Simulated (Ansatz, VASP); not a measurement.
**Two plane-wave programs on BeTe**

Contents of INCAR:

```
ALGO = Fast
EDIFF = 1E-6
ENCUT = 520
GGA = PE
ISIF = 2
ISMEAR = 0
LASPH = T
LCHARG = F
LREAL = F
LWAVE = F
NBANDS = 11
NELM = 100
PREC = Accurate
SIGMA = 0.05
```

File KPOINTS:

```
k-points
0
Gamma
  8 8 8
```

Contents of POSCAR:

```
BeTe
1.0
    0.0000000000      2.7284500000      2.8531000000
    2.7284500000      0.0000000000      2.8531000000
    2.7284500000      2.7284500000      0.0000000000
Be Te
1 1
Direct
    0.0000000000      0.0000000000      0.0000000000
    0.7500000000      0.7500000000      0.7500000000
```

Input for Ansatz:

```yaml
crystal:
  lattice:
    - [0.0, 2.72845, 2.8531]
    - [2.72845, 0.0, 2.8531]
    - [2.72845, 2.72845, 0.0]
  atoms:
    - { symbol: Be, position: [0.0, 0.0, 0.0] }
    - { symbol: Te, position: [0.75, 0.75, 0.75] }
basis:
  ecutwfc: 420
kpoints:
  mp_grid: { grid: [8, 8, 8] }
hamiltonian:
  xc: pbe
scf:
  occupations: { method: gaussian, width: 0.05 }
output:
  forces: true
  stress: true
  eigenvalues: true
```

Change from the starting cell: strain -0.015 along x and y, +0.030 along z, atoms carried along.

Alike in both runs: task single point; functional PBE; k mesh 8 × 8 × 8; occupations gaussian, width 0.05 eV; no spin polarisation.

|  | VASP | Ansatz |
| --- | --- | --- |
| version | VASP 6.6.1 | Ansatz 0.2.0 |
| potentials or method | VASP PAW PBE potentials, release 64 (Be, Te) | scalar-relativistic, plane waves, PAW |
| plane-wave cutoff (eV) | 520 | 420 |
| valence electrons in the cell | 8 | 18 |

```tsv
	VASP	Ansatz	Ansatz less VASP
gap on the k mesh at the Fermi level (eV)	1.65	1.67	+0.016
least direct gap on the mesh (eV)	3.45	3.48	+0.022
pressure (GPa)	4.5	4.3	-0.18
largest component of the traceless stress (GPa)	2.03	2.04	+0.009
```

The two sets of potentials don't hold the same shells in valence.

Caveats: spin-orbit coupling is left out, which moves the levels of the heavy elements. A k mesh can miss the band edges.
